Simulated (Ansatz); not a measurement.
## How much does the functional matter for the cell of Na$_{2}$S?

The starting cell is an entry of the Crystallography Open Database (1992):

```
Na S
1.0
     0.00000    3.27350    3.27350
     3.27350    0.00000    3.27350
     3.27350    3.27350    0.00000
Na S
2 1
Direct
  0.25000 0.25000 0.25000
  0.75000 0.75000 0.75000
  0.00000 0.00000 0.00000
```

Atoms and cell were relaxed at zero pressure with plane-wave PAW DFT (Ansatz 0.2.0; one set of PAW datasets, made under PBE, for all functionals; 420 eV, r2SCAN 500 eV; 8×8×8 Γ-centred mesh, fermi-dirac occupations of width 0.020 eV; no spin polarisation, no spin-orbit coupling, no dispersion correction), keeping the symmetry (Fm-3m, No. 225).

What cells and energies do LDA, PBEsol, PBE, r2SCAN give?

The relaxed conventional cells:

```tsv
functional	a (Å)	volume (Å³/atom)	formation energy (eV/atom)
LDA	6.384	21.68	-1.122
PBEsol	6.501	22.90	-1.072
PBE	6.568	23.61	-1.084
r2SCAN	6.512	23.01	-1.274
the entry	6.547	23.39	–
```

LDA gives the smallest volume and PBE the largest, 8.9 % more, the usual order, since LDA overbinds and PBE's gradient terms loosen the lattice. Against the entry's volume: LDA -7.3 %, PBEsol -2.1 %, PBE +1.0 %, r2SCAN -1.6 %; PBE comes nearest. The formation energies span 0.20 eV an atom, lowest under r2SCAN.

Caveats: each relaxation keeps the start's symmetry, so a distorted cell may lie lower; computed cells are at 0 K with fixed nuclei, while the entry holds thermal expansion, often some tenths of a per cent in volume and more in soft crystals; formation energies are at zero smearing against the elements' usual phases under the same functional, gases as free molecules, uncorrected.
